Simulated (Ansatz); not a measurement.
Runs of Ansatz 0.2.0 on Ni. The structure is cubic, space group Fm-3m (No. 225). The conventional cell has a = 3.475 Å, b = 3.475 Å, c = 3.475 Å, α = 90.00°, β = 90.00°, γ = 90.00°. Around Ni (site symmetry m-3m) lie 12 Ni at 2.46 Å. 

```csv
task,level,cell,cutoff (eV),smearing,gap on the mesh (eV),pressure (GPa),moment (μB),relaxed volume (Å³/atom)
relaxation of cell and atoms,PBEsol,relaxed,-,fermi-dirac 0.05 eV,-,0.0,0.63,(b)
relaxation of cell and atoms,revPBE+D4,relaxed,-,fermi-dirac 0.05 eV,-,0.0,0.63,(a)
relaxation of cell and atoms,LDA,relaxed,-,fermi-dirac 0.05 eV,-,0.0,0.62,10.03
single point,PBE,as given,320,gaussian 0.012 eV,none,8.0,0.64,-
single point,PBE,as given,320,gaussian 0.025 eV,none,8.0,0.64,-
band structure,PBE,as given,320,fermi-dirac 0.05 eV,-,8.1,0.63,-
band structure,PBEsol,as given,320,fermi-dirac 0.05 eV,-,-2.4,0.63,-
band structure,RPBE,as given,320,fermi-dirac 0.05 eV,-,13.9,0.63,-
relaxation of cell and atoms,PBE,relaxed,-,fermi-dirac 0.05 eV,-,0.0,0.63,(c)
relaxation of cell and atoms,RPBE+D4,relaxed,-,fermi-dirac 0.05 eV,-,0.0,0.63,10.51
band structure,BLYP,as given,320,fermi-dirac 0.05 eV,-,18.1,0.62,-
relaxation of cell and atoms,PBEsol+D4,relaxed,-,fermi-dirac 0.05 eV,-,0.0,0.63,10.21
```

Alike in all rows: potentials or basis all-electron LAPW, scalar-relativistic; spin collinear, ferromagnetic start; k mesh 13 × 13 × 13; basis error allowed 0.001 eV/atom.

Question: Estimate the missing entries.

Answer: (a) 10.50; (b) 10.38; (c) 10.89.

Caveats: so large a pressure means that the cell lies far from this level's equilibrium, or that cutoff or potentials fall short (some runs).

A gap of «none» marks a metal or a gap under the smearing width.
